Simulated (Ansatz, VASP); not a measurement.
## One calculation of Cr, two programs

The input INCAR:

```
  PREC = Accurate
  ENCUT = 520
  EDIFF = 1E-6
  ISMEAR = -1
  SIGMA = 0.1
  LREAL = False
  LASPH = True
  NELM = 100
  ALGO = Normal
  ISIF = 2
  LWAVE = False
  LCHARG = True
  GGA = RP
  LELF = True
  LVHAR = True
  NBANDS = 25
```

The input KPOINTS:

```
Automatic mesh
0
Gamma
  10 10 15
```

Contents of POSCAR:

```
Cr
1.0
    4.2620874708      0.0000000000      0.0000000000
   -2.1310437354      3.6910760229      0.0000000000
    0.0000000000      0.0000000000      2.3093744464
Cr
3
Direct
    1.0000000000      0.0000000000      0.0000000000
    0.3333333333      0.6666666667      0.5000000000
    0.6666666667      0.3333333333      0.5000000000
```

Input for Ansatz:

```yaml
crystal:
  lattice:
    - [4.2620874708, 0.0, 0.0]
    - [-2.1310437354, 3.6910760229, 0.0]
    - [0.0, 0.0, 2.3093744464]
  atoms:
    - { symbol: Cr, position: [1.0, 0.0, 0.0] }
    - { symbol: Cr, position: [0.3333333333, 0.6666666667, 0.5] }
    - { symbol: Cr, position: [0.6666666667, 0.3333333333, 0.5] }
hamiltonian:
  xc: rpbe
  pseudopotentials:
    kind: paw
    azcp:
      Cr: "pseudopotentials/Cr.paw.azcp"
basis:
  ecutwfc: 420
  fft_grid_basis: typed
kpoints:
  mp_grid: { grid: [10, 10, 15], shift: [0, 0, 0] }
magnetization:
  spin_polarized: false
scf:
  occupations: { method: fermi_dirac, width: 0.1 }
  lower_state_search: "off"
output:
  stress: true
```

Alike in both runs: task single point; functional RPBE; k mesh 10 × 10 × 15; occupations fermi-dirac, width 0.1 eV; no spin polarisation.

|  | VASP | Ansatz |
| --- | --- | --- |
| version | VASP 6.6.1 | Ansatz 0.2.0 |
| potentials or method | VASP PAW PBE potentials, release 64 (Cr_pv) | plane waves (420 eV) with PAW, scalar-relativistic |
| plane-wave cutoff (eV) | 520 | 420 |
| valence electrons in the cell | 36 | 42 |

```csv
,VASP,Ansatz,Ansatz less VASP
pressure (GPa),-0.3,0.0,+0.30
largest component of the traceless stress (GPa),0.40,0.43,+0.031
```

The two sets of potentials don't hold the same shells in valence.

Caveats: the PAW data sets were made with another functional, which shifts forces and pressure a little (VASP); the run has no spin polarisation, though such a crystal can be magnetic. Spin polarisation is off, so any magnetic state and its effect on volume and gap are missing.
